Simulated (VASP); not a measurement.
# CdTe (F-43m) in VASP: notebook

The runs below take CdTe through single point, with PBE.

Program: VASP 6.6.1. These are calculated values, not measurements. Logs are shortened: lines on timing, memory, paths and dates and some standing lists are left out, and cuts for length are marked.

**Measured values to compare with.**

A printed reference work, data compilation reports, for a bulk crystal of CdTe at 0 K: band gap 1.607 eV.

The runs below are set against these values where they give the same quantity.

## Step 1: The cell of the first run

Symmetry: F-43m, No. 216, cubic system. The conventional cell has a = 6.279 Å, b = 6.279 Å, c = 6.279 Å, α = 90.00°, β = 90.00°, γ = 90.00°. Cd (site symmetry -43m) has 4 Te at 2.72 Å within 3.6 Å. Within 3.6 Å of Te (site symmetry -43m) lie 4 Cd at 2.72 Å.

## Step 2: Single point, PBE

The input, INCAR:

```
SYSTEM = CdTe
PREC = Accurate ; ENCUT = 500
EDIFF = 1E-6 ; ISMEAR = 0
SIGMA = 0.01 ; LREAL = .FALSE.
LASPH = .TRUE. ; NELM = 120
ALGO = Normal ; ISIF = 2
LWAVE = .FALSE. ; LCHARG = .FALSE.
GGA = PE ; NBANDS = 16
GGA_COMPAT = .FALSE.
```

The input, KPOINTS:

```
regular mesh
0
G
  5 5 5
  0 0 0
```

The input, POSCAR:

```
CdTe
1.0
    0.0000000000      3.1395734784      3.1395734784
    3.1395734784      0.0000000000      3.1395734784
    3.1395734784      3.1395734784      0.0000000000
Cd Te
1 1
Direct
    0.0000000000      0.0000000000      0.0000000000
    0.2500000000      0.2500000000      0.2500000000
```

Potentials or basis: VASP PAW PBE potentials, release 64 (Cd, Te).

Run with:

```sh
cat potpaw_PBE.64/Cd/POTCAR potpaw_PBE.64/Te/POTCAR > POTCAR
mpirun -np 1 vasp_std > vasp.out
```

OUTCAR:

```text
SYSTEM = CdTe
   PREC = Accurate
   ENCUT = 500
   EDIFF = 1E-6
   ISMEAR = 0
   LREAL = .FALSE.
   LASPH = .TRUE.
   NELM = 120
   ISIF = 2
   GGA = PE

 ion  position               nearest neighbor table
   1  0.000  0.000  0.000-   2 2.72   2 2.72   2 2.72   2 2.72
   2  0.250  0.250  0.250-   1 2.72   1 2.72   1 2.72   1 2.72

  LATTYP: Found a face centered cubic cell.
 ALAT       =     6.2791469568

  Lattice vectors:

 A1 = (   0.0000000000,   3.1395734784,   3.1395734784)
 A2 = (   3.1395734784,   0.0000000000,   3.1395734784)
 A3 = (   3.1395734784,   3.1395734784,   0.0000000000)

Analysis of symmetry for initial positions (statically):
=====================================================================
 Subroutine PRICEL returns:
 Original cell was already a primitive cell.

 Routine SETGRP: Setting up the symmetry group for a
 face centered cubic supercell.

 Subroutine GETGRP returns: Found 24 space group operations
 (whereof 24 operations were pure point group operations)
 out of a pool of 48 trial point group operations.

The static configuration has the point symmetry T_d .

Analysis of symmetry for dynamics (positions and initial velocities):
=====================================================================
 Subroutine PRICEL returns:
 Original cell was already a primitive cell.

 Routine SETGRP: Setting up the symmetry group for a
 face centered cubic supercell.

 Subroutine GETGRP returns: Found 24 space group operations
 (whereof 24 operations were pure point group operations)
 out of a pool of 48 trial point group operations.

The dynamic configuration has the point symmetry T_d .

 Subroutine INISYM returns: Found 24 space group operations
 (whereof 24 operations are pure point group operations),
 and found     1 'primitive' translations

----------------------------------------------------------------------------------------

                                     Primitive cell

  volume of cell :      61.8931

  direct lattice vectors                    reciprocal lattice vectors
     0.000000000  3.139573478  3.139573478    -0.159257301  0.159257301  0.159257301
     3.139573478  0.000000000  3.139573478     0.159257301 -0.159257301  0.159257301
     3.139573478  3.139573478  0.000000000     0.159257301  0.159257301 -0.159257301

  length of vectors
     4.440027393  4.440027393  4.440027393     0.275841738  0.275841738  0.275841738

  position of ions in fractional coordinates (direct lattice)
     0.000000000  0.000000000  0.000000000
     0.250000000  0.250000000  0.250000000

  ion indices of the primitive-cell ions
   primitive index   ion index
                 1           1
                 2           2

----------------------------------------------------------------------------------------

 KPOINTS: regular mesh

Automatic generation of k-mesh.
 Grid dimensions read from file:
 generate k-points for:    5    5    5

 Generating k-lattice:

  Cartesian coordinates                     Fractional coordinates (reciprocal lattice)
    -0.031851460  0.031851460  0.031851460     0.200000000  0.000000000  0.000000000
     0.031851460 -0.031851460  0.031851460     0.000000000  0.200000000  0.000000000
     0.031851460  0.031851460 -0.031851460     0.000000000  0.000000000  0.200000000

  Length of vectors
     0.055168348  0.055168348  0.055168348

  Shift w.r.t. Gamma in fractional coordinates (k-lattice)
     0.000000000  0.000000000  0.000000000

 Subroutine IBZKPT returns following result:
 ===========================================

 Found     10 irreducible k-points:

 Following reciprocal coordinates:
            Coordinates               Weight
  0.000000  0.000000  0.000000      1.000000
  0.200000  0.000000  0.000000      8.000000
  0.400000  0.000000  0.000000      8.000000
  0.200000  0.200000  0.000000      6.000000
  0.400000  0.200000  0.000000     24.000000
 -0.400000  0.200000  0.000000     24.000000
 -0.200000  0.200000  0.000000     12.000000
  0.400000  0.400000  0.000000      6.000000
 -0.400000  0.400000  0.000000     12.000000
 -0.400000  0.400000  0.200000     24.000000
   k-points           NKPTS =     10   k-points in BZ     NKDIM =     10   number of bands    NBANDS=     16
   number of dos      NEDOS =    301   number of ions     NIONS =      2
   total plane-waves  NPLWV =  32768
   dimension x,y,z NGX =    32 NGY =   32 NGZ =   32
   dimension x,y,z NGXF=    64 NGYF=   64 NGZF=   64
   ions per type =               1   1
   NGX,Y,Z   is equivalent  to a cutoff of  11.98, 11.98, 11.98 a.u.
   NGXF,Y,Z  is equivalent  to a cutoff of  23.96, 23.96, 23.96 a.u.
 SYSTEM =  CdTe
   PREC   = accura    normal or accurate (medium, high low for compatibility)
   ISTART =      0    job   : 0-new  1-cont  2-samecut
   ICHARG =      2    charge: 1-file 2-atom 10-const
   ISPIN  =      1    spin polarized calculation?
   LNONCOLLINEAR =      F non collinear calculations
   LSORBIT =      F    spin-orbit coupling
   LASPH  =      T    aspherical Exc in radial PAW
   ENCUT  =  500.0 eV  36.75 Ry    6.06 a.u.   8.10  8.10  8.10*2*pi/ulx,y,z
   NELM   =    120;   NELMIN=  2; NELMDL= -5     # of ELM steps
   EDIFF  = 0.1E-05   stopping-criterion for ELM
   LREAL  =      F    real-space projection
   EDIFFG = 0.1E-04   stopping-criterion for IOM
   NSW    =      0    number of steps for IOM
   IBRION =     -1    ionic relax: 0-MD 1-quasi-New 2-CG
   NFREE  =      0    steps in history (QN), initial steepest desc. (CG)
   ISIF   =      2    stress and relaxation
   ISYM   =      2    0-nonsym 1-usesym 2-fastsym
   POTIM  = 0.5000    time-step for ionic-motion
   TEBEG  =    0.0;   TEEND  =   0.0 temperature during run
   PSTRESS=    0.0 pullay stress
   NELECT =      18.0000    total number of electrons
   NUPDOWN=      -1.0000    fix difference up-down
   EMIN   =  10.00;   EMAX   =-10.00  energy-range for DOS
   EFERMI =   0.00;   METHOD = LEGACY
   ISMEAR =     0;   SIGMA  =   0.01  broadening in eV -4-tet -1-fermi 0-gaus
   EFERMI_NEDOS =   21; number of points for ismear=-14 and -15
   IALGO  =     38    algorithm
   IMIX   =      4    mixing-type and parameters
     AMIX     =   0.40;   BMIX     =  1.00
     AMIX_MAG =   1.60;   BMIX_MAG =  1.00
  volume/ion in A,a.u.               =      30.95       208.84
  Fermi-wavevector in a.u.,A,eV,Ry     =   1.084638  2.049670 16.006447  1.176441
  Thomas-Fermi vector in A             =   2.220733
   LORBIT       =      0    0 simple, 1 ext, 2 COOP (PROOUT), +10 PAW based schemes
   GGA     = PE    functional components
   LHFCALC =     F    Hartree Fock is set to
   AEXX    =    0.0000 exact exchange contribution
   IVDW    =     0    specifies the selected vdW correction
   LEPSILON=     F    determine dielectric tensor
   LRPA    =     F    only Hartree local field effects (RPA)
 non-spin polarized calculation
 Gauss-broadening in eV      SIGMA  =   0.01
  energy-cutoff  :      500.00
  volume of cell :       61.89
 maximum number of plane-waves:      1596
   NGX = 17   NGY = 17   NGZ = 17

 number of electron      17.9999991 magnetization

 Free energy of the ion-electron system (eV)
  ---------------------------------------------------
  ext. energy  EPLUGINS =         0.00000000
  ---------------------------------------------------
  free energy    TOTEN  =        -4.55218845 eV

  energy without entropy =       -4.55218845  energy(sigma->0) =       -4.55218845

 E-fermi :   3.3447     XC(G=0):  -9.0087

 val. band max:        3.2773933287   @ k =   0.0000   0.0000   0.0000
 cond. band min:       4.3411174552   @ k =   0.0000   0.0000   0.0000
 fundamental gap:      1.0637241266
 Fermi energy:         3.3446696695

 k-point     1 :       0.0000    0.0000    0.0000
  band No.  band energies     occupation
      1      -8.4891      2.00000
      2      -5.3994      2.00000
      3      -5.3994      2.00000
      4      -5.3994      2.00000
      5      -5.0625      2.00000
      6      -5.0625      2.00000
      7       3.2774      2.00000
      8       3.2774      2.00000
      9       3.2774      2.00000
     10       4.3411      0.00000
     11       7.7884      0.00000
     12       7.7884      0.00000
     13       7.7884      0.00000
     14      10.8498      0.00000
     15      12.7914      0.00000
     16      12.7914      0.00000

 k-point     2 :       0.2000    0.0000    0.0000
  band No.  band energies     occupation
      1      -8.3187      2.00000
      2      -5.3664      2.00000
      3      -5.3664      2.00000
      4      -5.2627      2.00000
      5      -5.0645      2.00000
      6      -5.0645      2.00000
      7       0.9451      2.00000
      8       2.9032      2.00000
      9       2.9032      2.00000
     10       5.4195      0.00000
     11       8.2798      0.00000
     12       8.2798      0.00000
     13       8.3137      0.00000
     14      11.7129      0.00000
     15      11.7129      0.00000
     16      11.7482      0.00000

 k-point     3 :       0.4000    0.0000    0.0000
  band No.  band energies     occupation
      1      -8.0437      2.00000
      2      -5.3234      2.00000
      3      -5.3234      2.00000
      4      -5.0547      2.00000
      5      -5.0547      2.00000
      6      -4.7821      2.00000
      7      -1.3282      2.00000
      8       2.4209      2.00000
      9       2.4209      2.00000
     10       5.2298      0.00000
     11       8.4354      0.00000
     12       8.4354      0.00000
     13      10.2647      0.00000
     14      11.6538      0.00000
     15      12.9287      0.00000
     16      12.9287      0.00000

 k-point     4 :       0.2000    0.2000    0.0000
  band No.  band energies     occupation
      1      -8.2627      2.00000
      2      -5.3311      2.00000
      3      -5.3311      2.00000
      4      -5.2766      2.00000
      5      -5.0712      2.00000
      6      -5.0490      2.00000
      7       1.0397      2.00000
      8       2.3080      2.00000
      9       2.3080      2.00000
     10       6.3290      0.00000
     11       6.6566      0.00000
     12       9.2728      0.00000
     13       9.2728      0.00000
     14      10.1700      0.00000
     15      13.1328      0.00000
     16      13.3314      0.00000

 k-point     5 :       0.4000    0.2000    0.0000
  band No.  band energies     occupation
      1      -8.0256      2.00000
      2      -5.2988      2.00000
      3      -5.2777      2.00000
      4      -5.1303      2.00000
      5      -5.0414      2.00000
      6      -4.8317      2.00000
      7      -0.7113      2.00000
      8       1.4942      2.00000
      9       1.8307      2.00000
     10       6.2953      0.00000
     11       7.5316      0.00000
     12       9.0834      0.00000
     13       9.7901      0.00000
     14      12.1902      0.00000
     15      13.6254      0.00000
     16      13.7989      0.00000

 k-point     6 :      -0.4000    0.2000    0.0000
  band No.  band energies     occupation
      1      -7.9387      2.00000
      2      -5.2922      2.00000
      3      -5.2766      2.00000
      4      -5.0790      2.00000
      5      -5.0584      2.00000
      6      -4.5369      2.00000
      7      -1.4760      2.00000
      8       0.8885      2.00000
      9       2.0071      2.00000
     10       6.3402      0.00000
     11       8.1133      0.00000
     12       9.3205      0.00000
     13      10.4635      0.00000
     14      12.0064      0.00000
     15      12.6390      0.00000
     16      13.6203      0.00000

 k-point     7 :      -0.2000    0.2000    0.0000
  band No.  band energies     occupation
      1      -8.1146      2.00000
      2      -5.3273      2.00000
      3      -5.3133      2.00000
      4      -5.0927      2.00000
      5      -5.0774      2.00000
      6      -4.9661      2.00000
      7      -0.2032      2.00000
      8       1.3273      2.00000
      9       2.6594      2.00000
     10       6.4275      0.00000
     11       8.3476      0.00000
     12       8.6699      0.00000
     13       8.6755      0.00000
     14      11.0193      0.00000
     15      13.1146      0.00000
     16      13.8040      0.00000

 k-point     8 :       0.4000    0.4000    0.0000
  band No.  band energies     occupation
      1      -7.9066      2.00000
      2      -5.2090      2.00000
      3      -5.2065      2.00000
      4      -5.2065      2.00000
      5      -5.0271      2.00000
      6      -4.6379      2.00000
      7      -1.1100      2.00000
      8       1.2186      2.00000
      9       1.2186      2.00000
     10       5.6930      0.00000
     11       6.1318      0.00000
     12      11.8577      0.00000
     13      11.9799      0.00000
     14      11.9799      0.00000
     15      13.9915      0.00000
     16      16.2204      0.00000

 k-point     9 :      -0.4000    0.4000    0.0000
  band No.  band energies     occupation
      1      -7.8562      2.00000
      2      -5.2473      2.00000
      3      -5.2051      2.00000
      4      -5.1433      2.00000
      5      -5.0392      2.00000
      6      -4.3889      2.00000
      7      -1.4529      2.00000
      8       0.4048      2.00000
      9       1.3056      2.00000
     10       5.9644      0.00000
     11       7.3130      0.00000
     12      11.1225      0.00000
     13      11.3767      0.00000
     14      11.9713      0.00000
     15      13.5080      0.00000
     16      15.9299      0.00000

 k-point    10 :      -0.4000    0.4000    0.2000
  band No.  band energies     occupation
      1      -7.8882      2.00000
      2      -5.2533      2.00000
      3      -5.2471      2.00000
      4      -5.1129      2.00000
      5      -5.0541      2.00000
      6      -4.4627      2.00000
      7      -1.2680      2.00000
      8       0.4969      2.00000
      9       1.2148      2.00000
     10       7.3976      0.00000
     11       7.6225      0.00000
     12       8.6093      0.00000
     13      11.0682      0.00000
     14      12.1129      0.00000
     15      13.6440      0.00000
     16      15.6740      0.00000

------------------------ aborting loop because EDIFF is reached ----------------------------------------

  FORCE on cell =-STRESS in cart. coord.  units (eV):
  Direction    XX          YY          ZZ          XY          YZ          ZX
  --------------------------------------------------------------------------------------
  -------------------------------------------------------------------------------------
  Total        3.2334690      3.2334690      3.2334690     -0.0000000      0.0000000     -0.0000000
  in kB       83.7022897     83.7022897     83.7022897     -0.0000000      0.0000000     -0.0000000
  external PRESSURE =      83.7022897 kB  Pullay stress =       0.0000000 kB

 VOLUME and BASIS-vectors are now :
 -----------------------------------------------------------------------------
  energy-cutoff  :      500.00
  volume of cell :       61.89
      direct lattice vectors                 reciprocal lattice vectors
     0.000000000  3.139573478  3.139573478    -0.159257301  0.159257301  0.159257301
     3.139573478  0.000000000  3.139573478     0.159257301 -0.159257301  0.159257301
     3.139573478  3.139573478  0.000000000     0.159257301  0.159257301 -0.159257301

 POSITION                                       TOTAL-FORCE (eV/Angst)
 -----------------------------------------------------------------------------------
      0.00000      0.00000      0.00000        -0.000000     -0.000000     -0.000000
      1.56979      1.56979      1.56979         0.000000      0.000000      0.000000
 -----------------------------------------------------------------------------------
    total drift:                               -0.000000     -0.000000     -0.000000

  FREE ENERGIE OF THE ION-ELECTRON SYSTEM (eV)
  ---------------------------------------------------
  free  energy   TOTEN  =        -4.5521884527 eV

  energy  without entropy=       -4.5521884527  energy(sigma->0) =       -4.55218845
```

Wall time 14 s (1 thread of Intel Xeon 8259CL, shared host); peak memory 0.18 GiB.

Results:

- Free energy: -4.5522 eV
- Pressure: 8.4 GPa
- Band gap on the k mesh: 1.06 eV, direct

Caveat: spin-orbit coupling is left out, which moves the levels of the heavy elements. Expect the measured gap to be larger: semilocal functionals such as PBE lack the derivative discontinuity.

(Part 1 of 4 ends here.)
